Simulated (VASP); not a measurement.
Input of a VASP 6.6.1 run:

File POSCAR:

```
TiO2
1.0
   -1.8921000000      1.8921000000      4.7573000000
    1.8921000000     -1.8921000000      4.7573000000
    1.8921000000      1.8921000000     -4.7573000000
Ti O
2 4
Direct
    0.0000000000      0.0000000000      0.0000000000
    0.7500000000      0.2500000000      0.5000000000
    0.2081000000      0.2081000000      0.0000000000
    0.9581000000      0.4581000000      0.5000000000
    0.5419000000      0.0419000000      0.5000000000
    0.7919000000      0.7919000000      0.0000000000
```

The input INCAR.step1:

```
SYSTEM = TiO2
PREC = Accurate
ENCUT = 520
EDIFF = 1E-6
ISMEAR = 0
SIGMA = 0.02
LREAL = .FALSE.
LASPH = .TRUE.
NELM = 80
ALGO = Fast
ISIF = 2
LWAVE = .FALSE.
LCHARG = .TRUE.
LMAXMIX = 4
GGA = PE
NBANDS = 33
```

KPOINTS.step1

```
Automatic mesh
0
G
  10 10 10
  0 0 0
```

Contents of INCAR.step2:

```
SYSTEM = TiO2
PREC = Accurate
ENCUT = 520
EDIFF = 1E-6
ISMEAR = 0
SIGMA = 0.05
LREAL = .FALSE.
LASPH = .TRUE.
NELM = 80
ALGO = Fast
ISIF = 2
LWAVE = .FALSE.
LCHARG = .FALSE.
LMAXMIX = 4
GGA = PE
NBANDS = 33
ICHARG = 11
```

The input KPOINTS.step2:

```
path GXYSGZS1NPY1Z,XP
15
line-mode
reciprocal
 0.0000000000  0.0000000000  0.0000000000  G
-0.5000000000  0.5000000000  0.0000000000  X

-0.5000000000  0.5000000000  0.0000000000  X
-0.5000000000  0.5000000000 -0.0790928267  Y

-0.5000000000  0.5000000000 -0.0790928267  Y
-0.2895464134  0.2895464134 -0.2895464134  S

-0.2895464134  0.2895464134 -0.2895464134  S
 0.0000000000  0.0000000000  0.0000000000  G

 0.0000000000  0.0000000000  0.0000000000  G
 0.5000000000  0.5000000000 -0.5000000000  Z

 0.5000000000  0.5000000000 -0.5000000000  Z
 0.2895464134  0.7104535866 -0.7104535866  S1

 0.2895464134  0.7104535866 -0.7104535866  S1
 0.0000000000  0.5000000000 -0.5000000000  N

 0.0000000000  0.5000000000 -0.5000000000  N
-0.2500000000  0.7500000000 -0.2500000000  P

-0.2500000000  0.7500000000 -0.2500000000  P
 0.0790928267  0.9209071733 -0.5000000000  Y1

 0.0790928267  0.9209071733 -0.5000000000  Y1
 0.5000000000  0.5000000000 -0.5000000000  Z

-0.5000000000  0.5000000000  0.0000000000  X
-0.2500000000  0.7500000000 -0.2500000000  P
```

Potentials or basis: VASP PAW PBE potentials, release 64 (Ti_sv, O).

Command:

```sh
$ cat potpaw_PBE.64/Ti_sv/POTCAR potpaw_PBE.64/O/POTCAR > POTCAR
$ cp INCAR.step1 INCAR
$ cp KPOINTS.step1 KPOINTS
$ mpirun -np 1 vasp_std > vasp.out
$ cp INCAR.step2 INCAR
$ cp KPOINTS.step2 KPOINTS
$ mpirun -np 1 vasp_std > vasp.out
```

**Question.** What does it give for the band gap along the path?

**Answer.** 2.10 eV, indirect (least direct gap 2.44 eV).

**Question.** Predict the band gap on the k mesh.

**Answer.** 2.11 eV, indirect (least direct gap 2.44 eV).

Levels at the corners of the path, in eV from the valence-band top:
```
point  band 21  band 22  band 23  band 24  band 25  band 26  band 27  band 28
    Γ    -0.77    -0.77    -0.48    -0.48     2.10     2.84     3.97     3.97
    X    -2.07    -2.07    -0.05    -0.05     3.33     3.33     3.80     3.80
    X    -2.07    -2.07    -0.05    -0.05     3.33     3.33     3.80     3.80
    Y    -1.91    -1.91    -0.09    -0.09     3.30     3.30     3.75     3.75
    Y    -1.91    -1.91    -0.09    -0.09     3.30     3.30     3.75     3.75
    S    -1.19    -0.94    -0.91    -0.82     3.20     3.46     3.56     3.61
    S    -1.19    -0.94    -0.91    -0.82     3.20     3.46     3.56     3.61
    Γ    -0.77    -0.77    -0.48    -0.48     2.10     2.84     3.97     3.97
    Γ    -0.77    -0.77    -0.48    -0.48     2.10     2.84     3.97     3.97
    Z    -1.27    -1.27    -0.13    -0.13     2.45     2.45     3.76     3.76
    Z    -1.27    -1.27    -0.13    -0.13     2.45     2.45     3.76     3.76
   S1    -1.19    -0.94    -0.91    -0.82     3.20     3.46     3.56     3.61
   S1    -1.19    -0.94    -0.91    -0.82     3.20     3.46     3.56     3.61
    N    -1.97    -0.96    -0.85    -0.65     3.22     3.54     3.55     3.65
    N    -1.97    -0.96    -0.85    -0.65     3.22     3.54     3.55     3.65
    P    -1.60    -1.60    -0.25    -0.25     3.56     3.56     3.59     3.59
    P    -1.60    -1.60    -0.25    -0.25     3.56     3.56     3.59     3.59
   Y1    -1.91    -1.91    -0.09    -0.09     3.30     3.30     3.75     3.75
   Y1    -1.91    -1.91    -0.09    -0.09     3.30     3.30     3.75     3.75
    Z    -1.27    -1.27    -0.13    -0.13     2.45     2.45     3.76     3.76
    X    -2.07    -2.07    -0.05    -0.05     3.33     3.33     3.80     3.80
    P    -1.60    -1.60    -0.25    -0.25     3.56     3.56     3.59     3.59
```

Caveat: the log is that of the step along the path at fixed density, whose energy, stress, charges and moments have no meaning.
